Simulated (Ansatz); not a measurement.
## PtAl: changing the pressure

The cell as given:

```cif
data_structure
_symmetry_space_group_name_H-M 'Pm-3m'
_symmetry_Int_Tables_number 221
_cell_length_a 3.0915
_cell_length_b 3.0915
_cell_length_c 3.0915
_cell_angle_alpha 90.000
_cell_angle_beta 90.000
_cell_angle_gamma 90.000
_cell_volume 29.55
loop_
_atom_site_label
_atom_site_type_symbol
_atom_site_symmetry_multiplicity
_atom_site_Wyckoff_symbol
_atom_site_fract_x
_atom_site_fract_y
_atom_site_fract_z
_atom_site_occupancy
Pt1 Pt 1 b 0.50000 0.50000 0.50000 1
Al1 Al 1 a 0.00000 0.00000 0.00000 1
```

Measurements of this composition are mostly on another form, of space group No. 198.

Kept alike: task relaxation of cell and atoms; functional PBEsol; k mesh 9 × 9 × 9; occupations fermi-dirac, width 0.05 eV; no spin polarisation. Program: Ansatz, Ansatz PAW, cutoff 420 eV. The mesh is that of the run's cell of 2 atoms. No spin-orbit coupling.

| run | volume (Å³/atom) |
| --- | --- |
| A | 14.192 |
| B | 13.705 |
| C | 12.788 |
| D | 13.207 |
| E | 13.999 |
| F | 14.330 |

The relaxations keep at least the cell's symmetry (Pm-3m). For a metal such a mesh leaves the last digits unconverged. The runs follow the start's structure, whether or not it is the stable one at these pressures. All rows use potentials made for PBE.

Q: The runs differ in the pressure alone: 0; 2; 5; 10; 20; 30 GPa. Which run is which?

A: Run A is 2 GPa; run B is 10 GPa; run C is 30 GPa; run D is 20 GPa; run E is 5 GPa; run F is 0 GPa. The volume falls from 14.330 to 12.788 Å³/atom between 0 and 30 GPa. The volume falls ever more slowly, since the solid stiffens under load. At the pressures aimed at, which the runs meet within some tenths of a GPa, the step from 0 to 5 GPa gives a mean bulk modulus near 214 GPa, the last step 310 GPa.
